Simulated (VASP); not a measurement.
# SnS2 (Berndtite-2T) (P-3m1) in VASP: notebook, part 2 of 2

VASP 6.6.1. The steps go on from the part before.

## Step 3: Relaxation of cell and atoms, LDA, target pressure 0.7 GPa, at which the enthalpy is minimised

This run uses another cell than the first one, of 22.43 Å³/atom, 0.962 times its volume.

Input file INCAR:

```
SYSTEM = SnS2
ALGO     = Normal         ! electronic algorithm
EDIFF    = 1E-6           ! SCF threshold, eV
EDIFFG   = -0.01          ! ionic threshold
ENCUT    = 600            ! plane-wave cutoff, eV
GGA      = CA             ! functional
IBRION   = 2              ! ionic algorithm
ISIF     = 3              ! what is computed and relaxed
ISMEAR   = 0              ! smearing method
LASPH    = .TRUE.         ! aspherical terms in the spheres
LCHARG   = .FALSE.        ! write CHGCAR
LREAL    = .FALSE.        ! projectors in reciprocal space
LWAVE    = .FALSE.        ! write WAVECAR
NELM     = 80             ! most SCF steps
NSW      = 90             ! ionic steps
PREC     = Accurate       ! precision mode
PSTRESS  = 7.0          
SIGMA    = 0.03           ! smearing width, eV
```

Input file KPOINTS:

```
k-points
0
G
  9 9 5
  0 0 0
```

Input file POSCAR:

```
SnS2
1.0
    3.6390000000      0.0000000000      0.0000000000
   -1.8195000000      3.1514664444      0.0000000000
    0.0000000000      0.0000000000      5.8680000000
Sn S
1 2
Direct
    0.0000000000      0.0000000000      0.0000000000
    0.3333333333      0.6666666667      0.2500000000
    0.6666666667      0.3333333333      0.7500000000
```

Potentials or basis: VASP PAW LDA potentials, release 64 (Sn_d, S).

Started as:

```console
$ cat potpaw_LDA.64/Sn_d/POTCAR potpaw_LDA.64/S/POTCAR > POTCAR
$ mpirun -np 1 vasp_std > vasp.out
```

OUTCAR:

```text
SYSTEM = SnS2
   EDIFF = 1E-6
   EDIFFG = -0.01
   ENCUT = 600
   GGA = CA
   IBRION = 2
   ISIF = 3
   ISMEAR = 0
   LASPH = .TRUE.
   LREAL = .FALSE.
   NELM = 80
   NSW = 90
   PREC = Accurate
   PSTRESS = 7.0

 ion  position               nearest neighbor table
   1  0.000  0.000  0.000-   2 2.56   3 2.56   3 2.56   2 2.56   3 2.56   2 2.56
   2  0.333  0.667  0.250-   1 2.56   1 2.56   1 2.56
   3  0.667  0.333  0.750-   1 2.56   1 2.56   1 2.56

  LATTYP: Found a hexagonal cell.
 ALAT       =     3.6390000000
 C/A-ratio  =     1.6125309151

  Lattice vectors:

 A1 = (   3.6390000000,   0.0000000000,   0.0000000000)
 A2 = (  -1.8195000000,   3.1514664444,   0.0000000000)
 A3 = (   0.0000000000,   0.0000000000,   5.8680000000)

Analysis of symmetry for initial positions (statically):
=====================================================================
 Subroutine PRICEL returns:
 Original cell was already a primitive cell.

 Routine SETGRP: Setting up the symmetry group for a
 hexagonal supercell.

 Subroutine GETGRP returns: Found 12 space group operations
 (whereof 12 operations were pure point group operations)
 out of a pool of 24 trial point group operations.

The static configuration has the point symmetry D_3d.

Analysis of symmetry for dynamics (positions and initial velocities):
=====================================================================
 Subroutine PRICEL returns:
 Original cell was already a primitive cell.

 Routine SETGRP: Setting up the symmetry group for a
 hexagonal supercell.

 Subroutine GETGRP returns: Found 12 space group operations
 (whereof 12 operations were pure point group operations)
 out of a pool of 24 trial point group operations.

The dynamic configuration has the point symmetry D_3d.

 Subroutine INISYM returns: Found 12 space group operations
 (whereof 12 operations are pure point group operations),
 and found     1 'primitive' translations

----------------------------------------------------------------------------------------

                                     Primitive cell

  volume of cell :      67.2953

  direct lattice vectors                    reciprocal lattice vectors
     3.639000000  0.000000000  0.000000000     0.274800769  0.158656298  0.000000000
    -1.819500000  3.151466444  0.000000000     0.000000000  0.317312596  0.000000000
     0.000000000  0.000000000  5.868000000     0.000000000  0.000000000  0.170415815

  length of vectors
     3.639000000  3.639000000  5.868000000     0.317312596  0.317312596  0.170415815

  position of ions in fractional coordinates (direct lattice)
     0.000000000  0.000000000  0.000000000
     0.333333333  0.666666667  0.250000000
     0.666666667  0.333333333  0.750000000

  ion indices of the primitive-cell ions
   primitive index   ion index
                 1           1
[... 58 lines left out ...]
   total plane-waves  NPLWV =  43200
   dimension x,y,z NGX =    30 NGY =   30 NGZ =   48
   dimension x,y,z NGXF=    60 NGYF=   60 NGZF=   96
   ions per type =               1   2
   NGX,Y,Z   is equivalent  to a cutoff of  13.71, 13.71, 13.60 a.u.
   NGXF,Y,Z  is equivalent  to a cutoff of  27.41, 27.41, 27.20 a.u.
 SYSTEM =  SnS2
   PREC   = accura    normal or accurate (medium, high low for compatibility)
   ISTART =      0    job   : 0-new  1-cont  2-samecut
   ICHARG =      2    charge: 1-file 2-atom 10-const
   ISPIN  =      1    spin polarized calculation?
   LNONCOLLINEAR =      F non collinear calculations
   LSORBIT =      F    spin-orbit coupling
   LASPH  =      T    aspherical Exc in radial PAW
   ENCUT  =  600.0 eV  44.10 Ry    6.64 a.u.   7.27  7.27 11.72*2*pi/ulx,y,z
   NELM   =     80;   NELMIN=  2; NELMDL= -5     # of ELM steps
   EDIFF  = 0.1E-05   stopping-criterion for ELM
   LREAL  =      F    real-space projection
   EDIFFG = -.1E-01   stopping-criterion for IOM
   NSW    =     90    number of steps for IOM
   IBRION =      2    ionic relax: 0-MD 1-quasi-New 2-CG
   NFREE  =      1    steps in history (QN), initial steepest desc. (CG)
   ISIF   =      3    stress and relaxation
   ISYM   =      2    0-nonsym 1-usesym 2-fastsym
   POTIM  = 0.5000    time-step for ionic-motion
   TEBEG  =    0.0;   TEEND  =   0.0 temperature during run
   PSTRESS=    7.0 pullay stress
   NELECT =      26.0000    total number of electrons
   NUPDOWN=      -1.0000    fix difference up-down
   EMIN   =  10.00;   EMAX   =-10.00  energy-range for DOS
   EFERMI =   0.00;   METHOD = LEGACY
   ISMEAR =     0;   SIGMA  =   0.03  broadening in eV -4-tet -1-fermi 0-gaus
   EFERMI_NEDOS =   21; number of points for ismear=-14 and -15
   IALGO  =     38    algorithm
   IMIX   =      4    mixing-type and parameters
     AMIX     =   0.40;   BMIX     =  1.00
     AMIX_MAG =   1.60;   BMIX_MAG =  1.00
  volume/ion in A,a.u.               =      22.43       151.38
  Fermi-wavevector in a.u.,A,eV,Ry     =   1.192352  2.253218 19.343434  1.421702
  Thomas-Fermi vector in A             =   2.328392
   LORBIT       =      0    0 simple, 1 ext, 2 COOP (PROOUT), +10 PAW based schemes
   GGA     = CA    functional components
   LHFCALC =     F    Hartree Fock is set to
   AEXX    =    0.0000 exact exchange contribution
   IVDW    =     0    specifies the selected vdW correction
   LEPSILON=     F    determine dielectric tensor
   LRPA    =     F    only Hartree local field effects (RPA)
 conjugate gradient relaxation of ions
 non-spin polarized calculation
 Gauss-broadening in eV      SIGMA  =   0.03
  energy-cutoff  :      600.00
  volume of cell :       67.30
 maximum number of plane-waves:      2297
 NGX is ok and might be reduce to    30
   NGX = 15   NGY = 15   NGZ = 23

--------------------------------------- Ionic step        1  -------------------------------------------

 number of electron      25.9999995 magnetization

 Free energy of the ion-electron system (eV)
  ---------------------------------------------------
  ext. energy  EPLUGINS =         0.00000000
  ---------------------------------------------------
  free energy    TOTEN  =       -15.06756171 eV

  energy without entropy =      -15.06756171  energy(sigma->0) =      -15.06756171

------------------------ aborting loop because EDIFF is reached ----------------------------------------

  FORCE on cell =-STRESS in cart. coord.  units (eV):
  Direction    XX          YY          ZZ          XY          YZ          ZX
  --------------------------------------------------------------------------------------
  -------------------------------------------------------------------------------------
  Total       -0.2796503     -0.2796503     -0.2926747     -0.0000000      0.0000000      0.0000000
  in kB       -6.6579572     -6.6579572     -6.9680449     -0.0000000      0.0000000      0.0000000
  external PRESSURE =     -13.7613197 kB  Pullay stress =       7.0000000 kB
[... 100 lines left out ...]
  energy  without entropy=      -15.0676216288  energy(sigma->0) =      -15.06762163

  enthalpy is  TOTEN    =       -14.7784055143 eV   P V=        0.2892161145

[... ionic steps 4 to 10 ...]

--------------------------------------- Ionic step       11  -------------------------------------------

 number of electron      25.9999995 magnetization

------------------------ aborting loop because EDIFF is reached ----------------------------------------
[... 73 lines left out ...]
--------------------------------------- Ionic step       13  -------------------------------------------

 number of electron      25.9999994 magnetization

 Free energy of the ion-electron system (eV)
  ---------------------------------------------------
  ext. energy  EPLUGINS =         0.00000000
  ---------------------------------------------------
  free energy    TOTEN  =       -15.06970995 eV

  energy without entropy =      -15.06970995  energy(sigma->0) =      -15.06970995

 E-fermi :   5.6993     XC(G=0): -10.3309

 val. band max:        5.5743032432   @ k =   0.0000   0.0000   0.0000
 cond. band min:       6.6197024301   @ k =   0.0000   0.4444   0.4000
 fundamental gap:      1.0453991869
 Fermi energy:         5.6993448475

 k-point     1 :       0.0000    0.0000    0.0000
  band No.  band energies     occupation
      1     -15.5944      2.00000
      2     -15.5944      2.00000
      3     -15.5431      2.00000
      4     -15.5132      2.00000
      5     -15.5132      2.00000
      6      -8.7302      2.00000
[... 457 lines left out ...]
      4     -15.5135      2.00000
      5     -15.4914      2.00000
      6      -7.6828      2.00000
[... 9 lines left out ...]
     16      11.1622      0.00000
     17      12.3549      0.00000

 [... further k-points ...]

------------------------ aborting loop because EDIFF is reached ----------------------------------------

  FORCE on cell =-STRESS in cart. coord.  units (eV):
  Direction    XX          YY          ZZ          XY          YZ          ZX
  --------------------------------------------------------------------------------------
  -------------------------------------------------------------------------------------
  Total        0.2843704      0.2843704      0.2680331      0.0000000      0.0000000      0.0000000
  in kB        7.1501393      7.1501393      6.7393592      0.0000000      0.0000000      0.0000000
  external PRESSURE =       0.0132126 kB  Pullay stress =       7.0000000 kB
[... 22 lines left out ...]
  energy  without entropy=      -15.0697099451  energy(sigma->0) =      -15.06970995

  enthalpy is  TOTEN    =       -14.7913108089 eV   P V=        0.2783991363

 reached required accuracy - stopping structural energy minimisation
```

Run time: 4.8 min. Hardware: 1 thread of Intel Xeon Platinum 8559C (Emerald Rapids), shared host; peak memory 0.22 GiB.

What came out:

```yaml
Free_energy: -15.0697 eV
Relaxed_volume: 21.24 Å³/atom
Relaxed_cell: a = 3.624 Å, b = 3.624 Å, c = 5.602 Å, α = 90.00°, β = 90.00°, γ = 120.00°
Space_group_after_relaxing_to_0.05_Å: P-3m1 (No. 164)
Energy_change_on_relaxing_the_enthalpy_is_what_falls: -0.7 meV/atom
Ionic_steps: 13
Pressure_after_relaxing: 0.7 GPa
Largest_force_after_relaxing: 0.003 eV/Å
Band_gap_on_the_k_mesh: 1.05 eV, indirect (least direct gap 1.56 eV)
```

Forces on the atoms (eV/Å):
```
Sn   0.000  0.000  0.000
S    0.000  0.000 -0.003
S    0.000  0.000  0.003
```

Step by step:
| step | energy change (eV) | largest force (eV/Å) | pressure (GPa) | volume (Å³) |
| --- | --- | --- | --- | --- |
| 1 | 0.0000 | 0.0005 | -0.68 | 67.30 |
| 2 | 0.0058 | 0.2837 | 1.75 | 65.44 |
| 3 | -0.0001 | 0.1638 | 0.70 | 66.20 |
| 4 | -0.0010 | 0.1285 | 0.71 | 65.92 |
| 5 | -0.0012 | 0.0218 | 0.75 | 65.10 |
| 6 | 0.0000 | 0.0218 | 0.79 | 64.78 |
| 7 | -0.0011 | 0.0253 | 0.75 | 64.62 |
| 8 | -0.0026 | 0.0359 | 0.66 | 64.16 |
| 9 | 0.0015 | 0.0575 | 0.54 | 63.21 |
| 10 | -0.0019 | 0.0424 | 0.61 | 63.71 |
| 11 | -0.0017 | 0.0057 | 0.84 | 63.63 |
| 12 | -0.0018 | 0.0048 | 0.78 | 63.65 |
| 13 | -0.0021 | 0.0033 | 0.70 | 63.72 |

Final structure:
```
CELL_PARAMETERS angstrom
3.62413 0.00000 0.00000
-1.81207 3.13859 0.00000
0.00000 0.00000 5.60198
ATOMIC_POSITIONS crystal
Sn 0.00000 0.00000 0.00000
S 0.33333 0.66667 0.26192
S 0.66667 0.33333 0.73808
```

Caveat: the cell is relaxed towards a set pressure, so the enthalpy falls and the energy may rise; spin-orbit coupling is left out, which moves the levels of the heavy elements; an odd mesh through Γ misses points on the zone boundary, where band edges often lie.

## Step 4: Relaxation of cell and atoms, LDA, target pressure 0.7 GPa, at which the enthalpy is minimised

This run uses another cell than the first one, of 21.24 Å³/atom, 0.911 times its volume.

Edit INCAR of step 3 so:

```diff
@@ -2,4 +2,4 @@
 ALGO     = Normal         ! electronic algorithm
-EDIFF    = 1E-6           ! SCF threshold, eV
-EDIFFG   = -0.01          ! ionic threshold
+EDIFF    = 1E-7           ! SCF threshold, eV
+EDIFFG   = -0.005         ! ionic threshold
 ENCUT    = 600            ! plane-wave cutoff, eV
```

KPOINTS is that of step 3.

Input file POSCAR:

```
SnS2                                    
1.0
    3.6241328209      0.0000000000     -0.0000000000
   -1.8120664105      3.1385910896      0.0000000000
    0.0000000000      0.0000000000      5.6019803703
  Sn              S             
     1     2
Direct
     0.0000000000000000    0.0000000000000000    0.0000000000000000
     0.3333333332999970    0.6666666667000030    0.2619163441861439
     0.6666666667000030    0.3333333332999970    0.7380836558138563
```

Started as:

```console
$ cat potpaw_LDA.64/Sn_d/POTCAR potpaw_LDA.64/S/POTCAR > POTCAR
$ mpirun -np 1 vasp_std > vasp.out
```

Wall time 38 s (1 thread of Intel Xeon Platinum 8559C (Emerald Rapids), shared host); peak memory 0.2 GiB.

Results (log left out):

| Item | Value |
| --- | --- |
| Free energy | -15.0695 eV |
| Pressure after relaxing | 0.7 GPa |
| Largest force after relaxing | 0.003 eV/Å |
| Band gap on the k mesh | 1.05 eV, indirect (least direct gap 1.56 eV) |

Forces in eV/Å, atoms in the order of the input:
```
Sn   0.000  0.000  0.000
S    0.000  0.000 -0.003
S    0.000  0.000  0.003
```

Final structure:
```yaml
crystal:
  lattice:
    - [3.62413, 0.00000, 0.00000]
    - [-1.81207, 3.13859, 0.00000]
    - [0.00000, 0.00000, 5.60198]
  atoms:
    - { symbol: Sn, position: [0.00000, 0.00000, 0.00000] }
    - { symbol: S, position: [0.33333, 0.66667, 0.26192] }
    - { symbol: S, position: [0.66667, 0.33333, 0.73808] }
```

Levels at points of the mesh, in eV from the valence-band top:
```
           k point  band 9  band 10  band 11  band 12  band 13  band 14  band 15  band 16  band 17
(0.00, 0.00, 0.00)   -0.93    -0.93    -0.71    -0.71     0.00     1.56     3.18     5.12     5.12
```

Caveat: the relaxation stopped at its first step, so nothing moved; the cell is relaxed towards a set pressure, so the enthalpy falls and the energy may rise; spin-orbit coupling is left out, which moves the levels of the heavy elements; an odd mesh through Γ misses points on the zone boundary, where band edges often lie.
